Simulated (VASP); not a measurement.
A run of VASP 6.6.1 is set up as follows.

The input INCAR:

```
PREC     = Accurate       # precision mode
ENCUT    = 600            # plane-wave cutoff, eV
EDIFF    = 1E-7           # SCF threshold, eV
ISMEAR   = 0              # smearing method
SIGMA    = 0.03           # smearing width, eV
LREAL    = False          # projectors in reciprocal space
LASPH    = True           # aspherical terms in the spheres
NELM     = 80             # most SCF steps
ALGO     = Fast           # electronic algorithm
ISIF     = 2              # what is computed and relaxed
LWAVE    = False          # write WAVECAR
LCHARG   = False          # write CHGCAR
GGA      = PS             # functional
IBRION   = 2              # ionic algorithm
NSW      = 40             # ionic steps
EDIFFG   = -0.01          # ionic threshold
```

File KPOINTS:

```
regular mesh
0
Gamma
  8 8 8
```

File POSCAR:

```
BeTe                                    
1.0
    0.0000000000      2.7488508779      2.7488508779
    2.7488508779      0.0000000000      2.7488508779
    2.7488508779      2.7488508779      0.0000000000
  Be              Te            
     1     1
Direct
     0.0000000000000000    0.0000000000000000    0.0000000000000000
     0.2500000000000000    0.2500000000000000    0.2500000000000000
```

Potentials or basis: VASP PAW PBE potentials, release 64 (Be, Te).

Run with:

```sh
$ cat potpaw_PBE.64/Be/POTCAR potpaw_PBE.64/Te/POTCAR > POTCAR
$ mpirun -np 1 vasp_std > vasp.out
```

(1) What does it give for the band gap on the k mesh?

Results:

(1) 1.67 eV, indirect (least direct gap 3.53 eV).

Caveat: the relaxation stopped at its first step, so nothing moved; spin-orbit coupling is left out, which moves the levels of the heavy elements.
